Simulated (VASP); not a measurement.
# GW on CaSe: a test of the settings, part 2 of 2

Aim: test the GW correction to the gap of CaSe. The starting structure is a computed structure from the Materials Project. Cell and atoms stay as given.

VASP 6.6.1.

Results so far: G0W0 (response cutoff 100 eV, 4×4×4 mesh) 3.59 eV; G0W0 (response cutoff 160 eV, 4×4×4 mesh) 3.73 eV; G0W0 (response cutoff 240 eV, 4×4×4 mesh) 3.80 eV.

### Step 5. GW0 with iterated eigenvalues (response cutoff 160 eV, 4×4×4 mesh)

Level of this step: evGW0 on LDA; plane waves and PAW (Se_GW, Ca_sv_GW) (VASP).

It reads the orbitals and their derivatives (WAVECAR and WAVEDER) of a run with the empty bands, which follows a ground-state run; neither is shown.

Input file INCAR:

```
SYSTEM = CaSe
PREC = Accurate
ENCUT = 300
ISMEAR = 0
SIGMA = 0.01
LREAL = .FALSE.
GGA = CA
NBANDS = 244
ALGO = EVGW0
NELMGW = 4
ENCUTGW = 160
NOMEGA = 40
PRECFOCK = Fast
NBANDSGW = 16
LWAVE = .FALSE.
LCHARG = .FALSE.
```

Input file POSCAR:

```
CaSe
1.0
    0.0000000000      2.9702381052      2.9702381052
    2.9702381052      0.0000000000      2.9702381052
    2.9702381052      2.9702381052      0.0000000000
Se Ca
1 1
Direct
    0.5000000000      0.5000000000      0.5000000000
    0.0000000000      0.0000000000      0.0000000000
```

Input file KPOINTS:

```
Automatic mesh
0
Gamma
4 4 4
0 0 0
```

Potentials, in the order of the species: Se_GW and Ca_sv_GW (LDA family, release 64).

Run with:

```console
mpirun -np 4 vasp_std
```

The log of the run:

```text
[banner, memory and clock lines left out]
running    4 mpi-ranks, on    1 nodes
[...]
[... a notice as in an earlier step ...]

 LDA part: xc-table for (Slater(with rela. corr.)+CA(PZ))
 , standard interpolation
 found WAVECAR, reading the header
 POSCAR, INCAR and KPOINTS ok, starting setup
[...]
reading WAVECAR
 the WAVECAR file was read successfully
 initial charge from wavefunction
 available memory per node:     67.20 GB, setting MAXMEM to     68816

 The Fermi energy was updated, please check that it is located mid-gap
 values below the HOMO (VB) or above the LUMO (CB) will cause erroneous energies
 E-fermi :   4.3824

 calculate exact exchange contribution
 the WAVEDER file was read successfully
energies w=
    0.000    0.000    0.785    0.000    1.566    0.000    2.338    0.000
    3.097    0.000    3.841    0.000    4.569    0.000    5.280    0.000
    5.976    0.000    6.658    0.000    7.327    0.000    7.988    0.000
[...]
total number of BLAS operations        650.28 Gflops
NQ=   4    0.2500    0.2500    0.0000,
|.........|.........|.........|.........|.........|.........|.........|.........
 performed       1863000 updates of chi_q(r,r)
 total number of BLAS operations        882.69 Gflops
NQ=   5    0.5000    0.2500    0.0000,
|.........|.........|.........|.........|.........|.........|.........|.........
 performed       2573000 updates of chi_q(r,r)
 total number of BLAS operations       1204.49 Gflops
NQ=   6   -0.2500    0.2500    0.0000,
|.........|.........|.........|.........|.........|.........|.........|.........
 performed       3205000 updates of chi_q(r,r)
 total number of BLAS operations       1515.48 Gflops
NQ=   7    0.5000    0.5000    0.0000,
|.........|.........|.........|.........|.........|.........|.........|.........
 performed       3618000 updates of chi_q(r,r)
 total number of BLAS operations       1690.45 Gflops
NQ=   8   -0.2500    0.5000    0.2500,
|.........|.........|.........|.........|.........|.........|.........|.........
 performed       4156000 updates of chi_q(r,r)
 total number of BLAS operations       1963.96 Gflops
 resolving degeneracies of screened two electron integrals

 calculate QP shifts <psi_nk| G(iteration)W_0 |psi_nk>: iteration 4
 entering main loop
```

Wall time 85 s (4 MPI ranks of Intel Xeon 6975P-C (Granite Rapids), shared host); peak memory 0.98 GiB; 5.6 min of CPU time.

From OUTCAR (step 5):

```text
 QP shifts <psi_nk| G(iteration)W_0 |psi_nk>: iteration 2
 k-point   1 :       0.0000    0.0000    0.0000
  band No. old QP-enery  QP-energies   sigma(KS)   T+V_ion+V_H  V^pw_x(r,r')   Z            occupation Imag(sigma)
    ...
      5      -9.2276      -9.4662     -13.8643       4.2942     -19.7596       0.6965       2.0000       1.4775
      6       2.6055       2.4782     -13.2693      15.7096     -14.6722       0.7706       2.0000       0.2205
      7       2.6055       2.4782     -13.2693      15.7096     -14.6722       0.7706       2.0000       0.2205
      8       2.6055       2.4782     -13.2693      15.7096     -14.6722       0.7706       2.0000       0.2205
      9       7.1637       7.2994      -8.6000      15.9333      -4.7635       0.8004       0.0000      -0.1941
     10       8.4451       8.7207     -10.2734      19.0771      -5.6992       0.7686       0.0000      -0.2682
     11       8.4451       8.7207     -10.2734      19.0771      -5.6992       0.7686       0.0000      -0.2682
     12       8.4451       8.7207     -10.2734      19.0771      -5.6992       0.7686       0.0000      -0.2682
    ...

 QP shifts <psi_nk| G(iteration)W_0 |psi_nk>: iteration 3
 k-point   1 :       0.0000    0.0000    0.0000
  band No. old QP-enery  QP-energies   sigma(KS)   T+V_ion+V_H  V^pw_x(r,r')   Z            occupation Imag(sigma)
    ...
      5      -9.4662      -9.5266     -13.8472       4.2942     -19.7596       0.6961       2.0000       1.4903
      6       2.4782       2.4570     -13.2588      15.7096     -14.6722       0.7712       2.0000       0.2214
      7       2.4782       2.4570     -13.2588      15.7096     -14.6722       0.7712       2.0000       0.2214
      8       2.4782       2.4570     -13.2588      15.7096     -14.6722       0.7712       2.0000       0.2214
      9       7.2994       7.3247      -8.6024      15.9333      -4.7635       0.8014       0.0000      -0.1939
     10       8.7207       8.7714     -10.2905      19.0771      -5.6992       0.7702       0.0000      -0.2719
     11       8.7207       8.7714     -10.2905      19.0771      -5.6992       0.7702       0.0000      -0.2719
     12       8.7207       8.7714     -10.2905      19.0771      -5.6992       0.7702       0.0000      -0.2719
    ...

 QP shifts <psi_nk| G(iteration)W_0 |psi_nk>: iteration 4
 k-point   1 :       0.0000    0.0000    0.0000
  band No. old QP-enery  QP-energies   sigma(KS)   T+V_ion+V_H  V^pw_x(r,r')   Z            occupation Imag(sigma)
    ...
      5      -9.5266      -9.5413     -13.8419       4.2942     -19.7596       0.6957       2.0000       1.4949
      6       2.4570       2.4533     -13.2573      15.7096     -14.6722       0.7714       2.0000       0.2215
      7       2.4570       2.4533     -13.2573      15.7096     -14.6722       0.7714       2.0000       0.2215
      8       2.4570       2.4533     -13.2573      15.7096     -14.6722       0.7714       2.0000       0.2215
      9       7.3247       7.3293      -8.6029      15.9333      -4.7635       0.8018       0.0000      -0.1938
     10       8.7714       8.7804     -10.2939      19.0771      -5.6992       0.7701       0.0000      -0.2728
     11       8.7714       8.7804     -10.2939      19.0771      -5.6992       0.7701       0.0000      -0.2728
     12       8.7714       8.7804     -10.2939      19.0771      -5.6992       0.7701       0.0000      -0.2728
    ...

[... 3 parts as in an earlier step ...]

[... 1 further part left out ...]
[key lines of the parts left out:]
E-fermi :   4.3824
```

GW0 with iterated eigenvalues (response cutoff 160 eV, 4×4×4 mesh): the quasiparticle gap on this mesh is 4.118 eV, +2.229 eV from the LDA gap on the same points, with 244 bands.

### Step 6. The runs compared

```tsv
run	LDA gap on the mesh (eV)	GW gap (eV)	correction (eV)	bands
G0W0 (response cutoff 100 eV, 4×4×4 mesh)	1.889	3.592	1.703	120
G0W0 (response cutoff 160 eV, 4×4×4 mesh)	1.889	3.731	1.842	244
G0W0 (response cutoff 240 eV, 4×4×4 mesh)	1.889	3.801	1.912	444
GW0 with iterated eigenvalues (response cutoff 160 eV, 4×4×4 mesh)	1.889	4.118	2.229	244
```

### Step 7. Results

| Quantity | Value |
| --- | --- |
| gap, G0W0 (response cutoff 100 eV, 4×4×4 mesh) | 3.592 eV |
| gap, G0W0 (response cutoff 160 eV, 4×4×4 mesh) | 3.731 eV |
| gap, G0W0 (response cutoff 240 eV, 4×4×4 mesh) | 3.801 eV |
| gap, GW0 with iterated eigenvalues (response cutoff 160 eV, 4×4×4 mesh) | 4.118 eV |

In words: The correction to the LDA gap of CaSe is +1.703 eV at a response cutoff of 100 eV, +1.842 eV at a response cutoff of 160 eV, +1.912 eV at a response cutoff of 240 eV. The number of bands rises with the cutoff. The quasiparticle gap is indirect in all runs, and the LDA gap on the same mesh may lie between other points, in which case the correction mixes two transitions. Iterating the eigenvalues in G raises the gap by +0.387 eV. From a response cutoff of 160 to 240 eV the correction still moves by +0.070 eV, so cutoff and bands aren't shown to be converged. The LDA gap along the bands, from another run on this structure, is 1.893 eV. On the 4×4×4 mesh it is 1.889 eV, so this mesh comes close to the edges. Further runs on this material are not shown.

[Lines on the potential files, build, host, timing and source positions are cut from VASP's logs without a mark.]

[Logs are printed without paths, hosts, clocks, repeated set-up lines and the standing remarks that a program may print on its own settings, such as how far it seeks lower states.]

[Hosts, paths, dates, database ids (printed as entryN), source tags and the programs' standing remarks are cut or masked in the printed files.]
